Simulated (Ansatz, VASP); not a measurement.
# Two plane-wave programs on BN

File INCAR:

```
ALGO     = Normal         # electronic algorithm
EDIFF    = 1E-6           # SCF threshold, eV
ENCUT    = 520            # plane-wave cutoff, eV
GGA      = PE             # functional
ISIF     = 2              # what is computed and relaxed
ISMEAR   = 0              # smearing method
LASPH    = True           # aspherical terms in the spheres
LCHARG   = False          # write CHGCAR
LREAL    = False          # projectors in reciprocal space
LWAVE    = False          # write WAVECAR
NBANDS   = 16             # bands
NELM     = 100            # most SCF steps
PREC     = Accurate       # precision mode
SIGMA    = 0.01           # smearing width, eV
```

KPOINTS

```
k-points
0
Gamma
  12 12 4
```

File POSCAR:

```
BN
1.0
    2.5121811542      0.0000000000      0.0000000000
   -1.2560905771      2.1756126984      0.0000000000
    0.0000000000      0.0000000000      8.3431560662
B N
2 2
Direct
    0.3333333333      0.6666666667      0.2500000000
    0.6666666667      0.3333333333      0.7500000000
    0.3333333333      0.6666666667      0.7500000000
    0.6666666667      0.3333333333      0.2500000000
```

Input for Ansatz:

```yaml
crystal:
  lattice:
    - [2.5121811513, 0.0, 0.0]
    - [-1.2560905757, 2.1756126959, 0.0]
    - [0.0, 0.0, 8.3431632471]
  atoms:
    - { symbol: B, position: [0.3333333333, 0.6666666667, 0.25] }
    - { symbol: B, position: [0.6666666667, 0.3333333333, 0.75] }
    - { symbol: "N", position: [0.3333333333, 0.6666666667, 0.75] }
    - { symbol: "N", position: [0.6666666667, 0.3333333333, 0.25] }
basis:
  ecutwfc: 420
  xc_grid: 2
kpoints:
  mp_grid: { grid: [12, 12, 4] }
  band_path: { path: [VBM, CBM], npoints: 2 }
hamiltonian:
  xc: pbe
scf:
  occupations: { method: gaussian, width: 0.01 }
output:
  forces: true
  stress: true
  eigenvalues: true
```

Alike in both runs: task single point; functional PBE; k mesh 12 × 12 × 4; occupations gaussian, width 0.01 eV; no spin polarisation.

|  | VASP | Ansatz |
| --- | --- | --- |
| version | VASP 6.6.1 | Ansatz 0.2.0 |
| potentials or method | VASP PAW PBE potentials, release 64 (B, N) | scalar-relativistic, plane waves, PAW |
| plane-wave cutoff (eV) | 520 | 420 |
| valence electrons in the cell | 16 | 16 |

Ansatz gave:

```
gap on the k mesh at the Fermi level (eV)       : 4.40
least direct gap on the mesh (eV)               : 4.66
pressure (GPa)                                  : 0.0
largest component of the traceless stress (GPa) : 0.04
```

Q: Estimate VASP's values.

A: gap on the k mesh at the Fermi level (eV): 4.40; least direct gap on the mesh (eV): 4.66; pressure (GPa): 0.1; largest component of the traceless stress (GPa): 0.13.

Caveats: this functional lacks dispersion, which binds the layers, so the pressure and a relaxed spacing across them are unreliable. A k mesh can miss the band edges.
